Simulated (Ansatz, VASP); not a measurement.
**One calculation of GaSb (rvv), two programs**

```
Ga Sb
1.0
     0.00000    3.05230    3.05230
     3.05230    0.00000    3.05230
     3.05230    3.05230    0.00000
Ga Sb
1 1
Cartesian
  0.0000 0.0000 0.0000
  1.5262 1.5262 1.5262
```

Alike in both runs: functional r2SCAN; dispersion rVV10; k mesh 10 × 10 × 10; occupations gaussian, width 0.02 eV; no spin polarisation.

Ansatz relaxed the structure, and its values are those at the end. VASP's run is a single point on that final structure, the one shown.

|  | VASP | Ansatz |
| --- | --- | --- |
| version | VASP 6.6.1 | Ansatz 0.2.0 |
| potentials or method | VASP PAW PBE potentials, release 64 (Ga_d, Sb) | scalar-relativistic, plane waves, PAW |
| plane-wave cutoff (eV) | 520 | 500 |
| valence electrons in the cell | 18 | 28 |

|  | VASP | Ansatz | Ansatz less VASP |
| --- | --- | --- | --- |
| gap on the k mesh at the Fermi level (eV) | 0.50 | 0.51 | +0.013 |
| least direct gap on the mesh (eV) | 0.50 | 0.51 | +0.013 |
| pressure (GPa) | 0.2 | 0.0 | -0.21 |

The two sets of potentials don't hold the same shells in valence.

Caveats: the PAW data sets were made with another functional, which shifts forces and pressure a little (VASP); spin-orbit coupling is left out, which moves the levels of the heavy elements.
